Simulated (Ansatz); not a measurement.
KBr:

```
Br K
1.0
     0.00000    3.30000    3.30000
     3.30000    0.00000    3.30000
     3.30000    3.30000    0.00000
Br K
1 1
Direct
  0.50000 0.50000 0.50000
  0.00000 0.00000 0.00000
```

Base run:

| Quantity | Value |
| --- | --- |
| Program | Ansatz 0.2.0 |
| Functional | PBE |
| Potentials or basis | all-electron LAPW, relativistic spinors |
| Cutoff | 128 eV |
| Density cutoff | 512 eV |
| Basis error allowed | 0.001 eV/atom |
| k mesh | 5 × 5 × 5 |
| Occupations | fermi-dirac, width 0.05 eV |
| Spin | spin-orbit coupling, no magnetisation |

Its results: band gap on the k mesh 4.27 eV, direct; pressure 0.7 GPa.

Problem. The run is repeated on the same cell with these changes: functional from PBE to PBEsol. What comes out?

Solution. Band gap on the k mesh 4.12 eV, direct; pressure -0.3 GPa.

PBEsol binds more tightly than PBE, so the same cell stands under less pressure.

Not every run made on this cell is shown here.
